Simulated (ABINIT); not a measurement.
# BeTe (F-43m) in ABINIT: single point with PBE

Aim: the single point of BeTe with PBE.

Everything below comes from runs of ABINIT 10.8.3 (patched build). Logs are shortened: lines on timing, memory, paths and dates and some standing lists are left out, and cuts for length are marked. The log counts tension as positive stress, the text compression.

### Step 1. The crystal as given

It takes space group F-43m (No. 216, cubic). Conventional cell: a = 5.540 Å, b = 5.540 Å, c = 5.540 Å, α = 90.00°, β = 90.00°, γ = 90.00°. Around Te (site symmetry -43m) lie 4 Be at 2.40 Å. Be (site symmetry -43m) has 4 Te at 2.40 Å as nearest neighbours.

### Step 2. Single point, PBE

run.abi reads:

```
# Pseudopotentials
pp_dirpath "./"
pseudos "Te.upf, Be.upf"

# Structure
acell 3.9173715678 3.9173715678 3.9173715678 Angstrom
rprim
     0.0000000000     0.7071067812     0.7071067812
     0.7071067812     0.0000000000     0.7071067812
     0.7071067812     0.7071067812     0.0000000000
ntypat 2
znucl 52 4
natom 2
typat 1 2
xcart
     4.1550000000     4.1550000000     4.1550000000
     0.0000000000     0.0000000000     0.0000000000 Angstrom

# Plane-wave basis
ecut 35.0

# k points
kptopt 1
ngkpt 6 6 6
nshiftk 1
shiftk 0.0 0.0 0.0

# Exchange and correlation
ixc 11

# Bands and occupations
nband 14
occopt 3
tsmear 0.05 eV

# SCF cycle
nstep 100
tolvrs 1.0e-10

# Output
iomode 3
prtwf 0
prtden 0
prteig 0
prtebands 0
prtvol 2
```

Potentials or basis: PseudoDojo NC SR PBE v0.4.1 standard.

Started as:

```sh
$ mpirun --bind-to none -np 4 abinit run.abi > log 2>&1
```

run.abo:

```text
.Version 10.8.3 of ABINIT
 Symmetries : space group F-4 3 m (#216); Bravais cF (face-center cubic)
================================================================================
 Values of the parameters that define the memory need of the present run
     intxc =       0    ionmov =       0      iscf =       7    lmnmax =       6
     lnmax =       6     mgfft =      40  mpssoang =       3    mqgrid =    3001
     natom =       2  nloc_mem =       1    nspden =       1   nspinor =       1
    nsppol =       1      nsym =      24    n1xccc =    2501    ntypat =       2
    occopt =       3   xclevel =       2
       mpw =        2859          nfft =       64000          nkpt =          16
================================================================================
================================================================================

--------------------------------------------------------------------------------
------------- Echo of variables that govern the present computation ------------
--------------------------------------------------------------------------------
 -outvars: echo values of preprocessed input variables --------
            acell      7.4027593966E+00  7.4027593966E+00  7.4027593966E+00 Bohr
              amu      1.27600000E+02  9.01218200E+00
             ecut      3.50000000E+01 Hartree
              ixc          11
         kptrlatt        6    0    0      0    6    0      0    0    6
          kptrlen      4.44165564E+01
            natom           2
            nband          14
            ngfft          40      40      40
             nkpt          16
            nstep         100
             nsym          24
           ntypat           2
           occopt           3
           prtden           0
        prtebands           0
           prteig           0
           prtvol           2
            prtwf           0
            rprim      0.0000000000E+00  7.0710678120E-01  7.0710678120E-01
                       7.0710678120E-01  0.0000000000E+00  7.0710678120E-01
                       7.0710678120E-01  7.0710678120E-01  0.0000000000E+00
          spgroup         216
           tolvrs      1.00000000E-10
           tsmear      1.83746611E-03 Hartree
            typat      1  2
           xangst      4.1550000000E+00  4.1550000000E+00  4.1550000000E+00
                      -1.0718343546E-10 -1.0718343546E-10 -1.0718343546E-10
            xcart      7.8518120531E+00  7.8518120531E+00  7.8518120531E+00
                      -2.0254733826E-10 -2.0254733826E-10 -2.0254733826E-10
             xred      7.4999999998E-01  7.4999999998E-01  7.4999999998E-01
                      -1.9347190516E-11 -1.9347190516E-11 -1.9347190516E-11
            znucl       52.00000    4.00000

================================================================================

 chkinp: Checking input parameters for consistency.

================================================================================
== DATASET  1 ==================================================================

--- !DatasetInfo
iteration_state: {dtset: 1, }
dimensions: {natom: 2, nkpt: 16, mband: 14, nsppol: 1, nspinor: 1, nspden: 1, mpw: 2859, }
cutoff_energies: {ecut:  35.0, pawecutdg:  -1.0, }
electrons: {nelect:   2.00000000E+01, charge:   0.00000000E+00, occopt:   3.00000000E+00, tsmear:   1.83746611E-03, }
meta: {optdriver: 0, ionmov: 0, optcell: 0, iscf: 7, paral_kgb: 0, }
...

 Exchange-correlation functional for the present dataset will be:
  GGA: Perdew-Burke-Ernzerhof functional - ixc=11
  J.P.Perdew, K.Burke, M.Ernzerhof, PRL 77, 3865 (1996)

 Real(R)+Recip(G) space primitive vectors, cartesian coordinates (Bohr,Bohr^-1):
 R(1)=  0.0000000  5.2345414  5.2345414  G(1)= -0.0955194  0.0955194  0.0955194
 R(2)=  5.2345414  0.0000000  5.2345414  G(2)=  0.0955194 -0.0955194  0.0955194
 R(3)=  5.2345414  5.2345414  0.0000000  G(3)=  0.0955194  0.0955194 -0.0955194
 Unit cell volume ucvol=  2.8685730E+02 bohr^3
 Angles (23,13,12)=  6.00000000E+01  6.00000000E+01  6.00000000E+01 degrees

 getcut: wavevector=  0.0000  0.0000  0.0000  ngfft=  40  40  40
         ecut(hartree)=     35.000   => boxcut(ratio)=   2.02893

--- Pseudopotential description ------------------------------------------------
- pspini: atom type   1  psp file is ./Te.upf
12 -101130 2 -1 1294                          pspcod,pspxc,lmax,lloc,mmax
     nproj     2     2     2

- pspini: atom type   2  psp file is ./Be.upf
12 -101130 1 -1 1358                          pspcod,pspxc,lmax,lloc,mmax
     nproj     2     2     0

   7.96475542E+02                                ecore*ucvol(ha*bohr**3)
--------------------------------------------------------------------------------

================================================================================

--- !BeginCycle
iteration_state: {dtset: 1, }
solver: {iscf: 7, nstep: 100, nline: 4, wfoptalg: 0, }
tolerances: {tolvrs: 1.00E-10, }
...

     iter   Etot(hartree)      deltaE(h)  residm     vres2
[... 55 lines left out ...]
 Mean square residual over all n,k,spin=   67.905E-10; max=  15.195E-07
   0.0000  0.0000  0.0000    1  1.72948E-15 kpt; spin; max resid(k); each band:
  5.16E-18 8.30E-17 8.30E-17 8.30E-17 4.00E-18 3.97E-18 4.01E-16 3.96E-17
  3.97E-17 3.93E-17 9.49E-17 1.08E-16 9.47E-17 1.73E-15
   0.1667  0.0000  0.0000    1  5.20110E-15 kpt; spin; max resid(k); each band:
  6.90E-18 8.30E-17 7.78E-17 7.78E-17 6.75E-18 6.75E-18 3.59E-16 4.75E-16
  4.67E-17 4.67E-17 1.00E-15 1.27E-16 1.27E-16 5.20E-15
   0.3333  0.0000  0.0000    1  5.50236E-13 kpt; spin; max resid(k); each band:
  6.25E-18 7.99E-17 7.02E-17 7.02E-17 1.68E-17 1.68E-17 1.90E-16 7.62E-16
  3.42E-17 3.42E-17 6.68E-16 2.14E-16 2.13E-16 5.50E-13
   0.5000  0.0000  0.0000    1  7.16178E-15 kpt; spin; max resid(k); each band:
  7.13E-18 7.76E-17 7.06E-17 7.06E-17 2.04E-17 2.04E-17 1.40E-16 7.61E-16
  2.03E-17 2.03E-17 6.15E-16 1.58E-16 1.60E-16 7.16E-15
   0.1667  0.1667  0.0000    1  1.89804E-15 kpt; spin; max resid(k); each band:
  6.26E-18 8.28E-17 7.96E-17 7.96E-17 2.41E-17 3.79E-18 3.09E-16 4.37E-16
  6.51E-17 6.40E-17 8.17E-16 7.42E-16 4.47E-16 1.90E-15
   0.3333  0.1667  0.0000    1  1.63721E-15 kpt; spin; max resid(k); each band:
  6.83E-18 9.00E-17 7.33E-17 7.17E-17 4.94E-17 1.14E-17 2.39E-16 5.71E-16
[... 16 lines left out ...]
  -0.3333  0.3333  0.0000    1  1.51951E-06 kpt; spin; max resid(k); each band:
  6.33E-18 9.19E-17 1.37E-17 3.78E-17 7.09E-17 2.10E-17 3.14E-17 6.42E-16
  7.89E-16 1.91E-17 1.65E-15 1.23E-10 1.43E-09 1.52E-06
   0.5000  0.5000  0.0000    1  1.51144E-11 kpt; spin; max resid(k); each band:
  6.55E-18 9.79E-17 3.47E-17 3.47E-17 6.65E-17 2.91E-18 1.11E-16 3.05E-16
  3.82E-17 1.13E-17 5.15E-16 4.79E-16 3.03E-14 1.51E-11
   0.5000  0.3333  0.1667    1  5.55246E-15 kpt; spin; max resid(k); each band:
  7.51E-18 9.24E-17 5.66E-17 5.35E-17 6.12E-17 1.34E-17 1.54E-16 5.87E-16
  2.99E-16 4.22E-16 1.33E-15 1.28E-15 3.65E-16 5.55E-15
  -0.3333  0.3333  0.1667    1  3.05679E-12 kpt; spin; max resid(k); each band:
  8.10E-18 7.91E-17 8.82E-17 1.12E-17 6.70E-17 2.38E-17 3.90E-17 6.38E-16
  3.71E-16 6.46E-16 1.58E-15 1.85E-15 4.48E-13 3.06E-12
  -0.3333  0.5000  0.1667    1  4.07438E-15 kpt; spin; max resid(k); each band:
  8.05E-18 9.27E-17 8.31E-17 7.35E-18 7.00E-17 2.77E-17 4.47E-17 2.38E-16
  3.85E-16 1.09E-15 1.85E-15 6.48E-16 3.96E-15 4.07E-15
 reduced coordinates (array xred) for    2 atoms
       0.749999999981      0.749999999981      0.749999999981
      -0.000000000019     -0.000000000019     -0.000000000019
 rms dE/dt=  9.7484E-26; max dE/dt=  1.3786E-25; dE/dt below (all hartree)
    1      -0.000000000000     -0.000000000000      0.000000000000
    2      -0.000000000000     -0.000000000000      0.000000000000

 cartesian coordinates (angstrom) at end:
    1      4.15500000000000     4.15500000000000     4.15500000000000
    2     -0.00000000010718    -0.00000000010718    -0.00000000010718

 cartesian forces (hartree/bohr) at end:
    1     -0.00000000000000    -0.00000000000000     0.00000000000000
    2      0.00000000000000     0.00000000000000    -0.00000000000000
 frms,max,avg= 1.2607230E-26 1.9751733E-26   0.000E+00  0.000E+00  0.000E+00 h/b

 cartesian forces (eV/Angstrom) at end:
    1     -0.00000000000000    -0.00000000000000     0.00000000000000
    2      0.00000000000000     0.00000000000000    -0.00000000000000
 frms,max,avg= 6.4828983E-25 1.0156750E-24   0.000E+00  0.000E+00  0.000E+00 e/A
 length scales=  7.402759396560  7.402759396560  7.402759396560 bohr
              =  3.917371567800  3.917371567800  3.917371567800 angstroms
 Fermi (or HOMO) energy (hartree) =   0.20550   Average Vxc (hartree)=  -0.36105
 Eigenvalues (hartree) for nkpt=  16  k points:
 kpt#   1, nband= 14, wtk=  0.00463, kpt=  0.0000  0.0000  0.0000 (reduced coord)
  -3.51358   -1.16661   -1.16661   -1.16661   -1.16607   -1.16607   -0.29300    0.17125
   0.17125    0.17125    0.30373    0.30373    0.30373    0.32603
      occupation numbers for kpt#   1
   2.00000    2.00000    2.00000    2.00000    2.00000    2.00000    2.00000    2.00000
   2.00000    2.00000    0.00000    0.00000    0.00000    0.00000
 kpt#   2, nband= 14, wtk=  0.03704, kpt=  0.1667  0.0000  0.0000 (reduced coord)
  -3.51367   -1.16659   -1.16657   -1.16657   -1.16607   -1.16607   -0.28282    0.09455
   0.15615    0.15615    0.30334    0.32517    0.32517    0.39649
      occupation numbers for kpt#   2
   2.00000    2.00000    2.00000    2.00000    2.00000    2.00000    2.00000    2.00000
   2.00000    2.00000    0.00000    0.00000    0.00000    0.00000
 kpt#   3, nband= 14, wtk=  0.03704, kpt=  0.3333  0.0000  0.0000 (reduced coord)
  -3.51369   -1.16654   -1.16651   -1.16651   -1.16605   -1.16605   -0.25704   -0.00095
   0.13500    0.13500    0.29418    0.34211    0.34211    0.46378
      occupation numbers for kpt#   3
   2.00000    2.00000    2.00000    2.00000    2.00000    2.00000    2.00000    2.00000
[... 64 lines left out ...]
      occupation numbers for kpt#  14
   2.00000    2.00000    2.00000    2.00000    2.00000    2.00000    2.00000    2.00000
   2.00000    2.00000    0.00000    0.00000    0.00000    0.00000
 kpt#  15, nband= 14, wtk=  0.11111, kpt= -0.3333  0.3333  0.1667 (reduced coord)
  -3.51371   -1.16650   -1.16648   -1.16635   -1.16609   -1.16602   -0.22397   -0.01607
   0.03530    0.07634    0.33617    0.34894    0.43161    0.44614
      occupation numbers for kpt#  15
   2.00000    2.00000    2.00000    2.00000    2.00000    2.00000    2.00000    2.00000
   2.00000    2.00000    0.00000    0.00000    0.00000    0.00000
 kpt#  16, nband= 14, wtk=  0.05556, kpt= -0.3333  0.5000  0.1667 (reduced coord)
  -3.51369   -1.16658   -1.16640   -1.16631   -1.16613   -1.16599   -0.21823   -0.01281
   0.03852    0.04968    0.30780    0.32946    0.44972    0.46121
      occupation numbers for kpt#  16
   2.00000    2.00000    2.00000    2.00000    2.00000    2.00000    2.00000    2.00000
   2.00000    2.00000    0.00000    0.00000    0.00000    0.00000
 Total charge density [el/Bohr^3]
)     Maximum=    4.6140E+00  at reduced coord.    0.0000    0.0000    0.0000
)Next maximum=    3.8082E+00  at reduced coord.    0.0000    0.0000    0.9750
)     Minimum=    1.0637E-04  at reduced coord.    0.7500    0.7500    0.7500
)Next minimum=    2.3622E-03  at reduced coord.    0.2500    0.2500    0.2500
   Integrated=    2.0000E+01

--- !EnergyTerms
iteration_state     : {dtset: 1, }
comment             : Components of total free energy in Hartree
kinetic             :  6.56269907854140E+01
hartree             :  2.94789911084142E+01
xc                  : -2.70864338637586E+01
Ewald energy        : -6.44626813125315E+01
psp_core            :  2.77655665146577E+00
local_psp           : -8.68810053488321E+01
non_local_psp       : -3.82899496461247E+01
internal            : -1.18837531625953E+02
'-kT*entropy'       : -1.61457622473314E-11
total_energy        : -1.18837531625969E+02
total_energy_eV     : -3.23373397359323E+03
band_energy         : -1.88130864177517E+01
...

 Cartesian components of stress tensor (hartree/bohr^3)
  sigma(1 1)= -1.13049162E-04  sigma(3 2)=  0.00000000E+00
  sigma(2 2)= -1.13049162E-04  sigma(3 1)=  0.00000000E+00
  sigma(3 3)= -1.13049162E-04  sigma(2 1)=  0.00000000E+00

-Cartesian components of stress tensor (GPa)         [Pressure=  3.3260E+00 GPa]
- sigma(1 1)= -3.32602119E+00  sigma(3 2)=  0.00000000E+00
- sigma(2 2)= -3.32602119E+00  sigma(3 1)=  0.00000000E+00
- sigma(3 3)= -3.32602119E+00  sigma(2 1)=  0.00000000E+00

== END DATASET(S) ==============================================================
================================================================================

 -outvars: echo values of variables after computation  --------
            acell      7.4027593966E+00  7.4027593966E+00  7.4027593966E+00 Bohr
           etotal     -1.1883753163E+02
            fcart     -6.5839111392E-27 -6.5839111392E-27  1.9751733418E-26
                       6.5839111392E-27  6.5839111392E-27 -1.9751733418E-26
            rprim      0.0000000000E+00  7.0710678120E-01  7.0710678120E-01
                       7.0710678120E-01  0.0000000000E+00  7.0710678120E-01
                       7.0710678120E-01  7.0710678120E-01  0.0000000000E+00
           strten     -1.1304916232E-04 -1.1304916232E-04 -1.1304916232E-04
                       0.0000000000E+00  0.0000000000E+00  0.0000000000E+00
           xangst      4.1550000000E+00  4.1550000000E+00  4.1550000000E+00
                      -1.0718343546E-10 -1.0718343546E-10 -1.0718343546E-10
             xred      7.4999999998E-01  7.4999999998E-01  7.4999999998E-01
                      -1.9347190516E-11 -1.9347190516E-11 -1.9347190516E-11
 Calculation completed.
```

Run time: 4.3 s. Hardware: 4 MPI ranks of Intel Xeon 6975P-C (Granite Rapids), shared host; peak memory 0.28 GiB.

What came out:

* Free energy: -3233.7340 eV
* Band gap on the k mesh: 1.86 eV, indirect (least direct gap 3.61 eV)
* Valence electrons inside the program's atomic spheres: Te 11.98; Be 3.07

Caveat: the cutoff is too short for stress, so the log's stress isn't used; spin-orbit coupling is left out, which moves the levels of the heavy elements. A k mesh can miss the band edges.
